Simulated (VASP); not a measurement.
Set up this calculation in VASP 6.6.1, as the native input.

```yaml
Task: band structure
Functional: PBE0
Potentials_or_basis: VASP PAW PBE potentials, release 64 (Al, As)
Cutoff: 520 eV
k_mesh: 8 × 8 × 8
Occupations: gaussian, width 0.03 eV
Spin: no spin polarisation
Grid_for_exact_exchange_PRECFOCK: Fast
Exchange_at_q_=_0: truncated
Further_INCAR_settings: ALGO = Normal; EDIFF = 1e-07
```

AlAs:

```xyz
2
Lattice="0.0000 2.8409 2.8409 2.8409 0.0000 2.8409 2.8409 2.8409 0.0000" Properties=species:S:1:pos:R:3 pbc="T T T"
Al    0.0000    0.0000    0.0000
As    1.4204    1.4204    1.4204
```

One way to write it, as run:

POSCAR

```
AlAs                                    
1.0
    0.0000000000      2.8408844734      2.8408844734
    2.8408844734      0.0000000000      2.8408844734
    2.8408844734      2.8408844734      0.0000000000
  Al              As            
     1     1
Direct
     0.0000000000000000    0.0000000000000000    0.0000000000000000
     0.2500000000000000    0.2500000000000000    0.2500000000000000
```

INCAR.step1

```
ALGO = Normal ; EDIFF = 1E-5
ENCUT = 520 ; GGA = PE
ISIF = 2 ; ISMEAR = 0
KPAR = 8 ; LASPH = True
LCHARG = False ; LREAL = False
LWAVE = True ; NELM = 80
PREC = Accurate ; SIGMA = 0.03
```

INCAR.step2

```
AEXX = 0.25 ; ALGO = Normal
EDIFF = 1E-7 ; ENCUT = 520
GGA = PE ; HFRCUT = -1
ISIF = 2 ; ISMEAR = 0
ISTART = 1 ; KPAR = 8
LASPH = True ; LCHARG = False
LHFCALC = True ; LREAL = False
LWAVE = False ; NELM = 80
PREC = Accurate ; PRECFOCK = Fast
SIGMA = 0.03
```

KPOINTS

```
k-points
0
Gamma
  8 8 8
```

KPOINTS_OPT

```
explicit points
6
Reciprocal
 0.0000000000  0.0000000000  0.0000000000 1
 0.3750000000  0.3750000000  0.7500000000 1
 0.5000000000  0.5000000000  0.5000000000 1
 0.6250000000  0.2500000000  0.6250000000 1
 0.5000000000  0.2500000000  0.7500000000 1
 0.5000000000  0.0000000000  0.5000000000 1
```

Potentials or basis: VASP PAW PBE potentials, release 64 (Al, As).

Launch:

```console
$ cat potpaw_PBE.64/Al/POTCAR potpaw_PBE.64/As/POTCAR > POTCAR
$ cp INCAR.step1 INCAR
$ mpirun -np 8 vasp_std > vasp.out
$ cp INCAR.step2 INCAR
$ mpirun -np 8 vasp_std > vasp.out
```

It gave:

| Item | Value |
| --- | --- |
| Pressure | -0.3 GPa |
| Band gap on the k mesh | 2.75 eV, indirect (least direct gap 3.45 eV) |
| Band gap along the path | 2.75 eV, indirect (least direct gap 3.45 eV) |

Caveat: the PAW data sets were made with another functional, which shifts forces and pressure a little.

Run time: 3.1 min on 8 MPI ranks on AMD EPYC 9R45 96-Core Processor (Zen 5) (shared host), peak memory 0.24 GiB a rank.
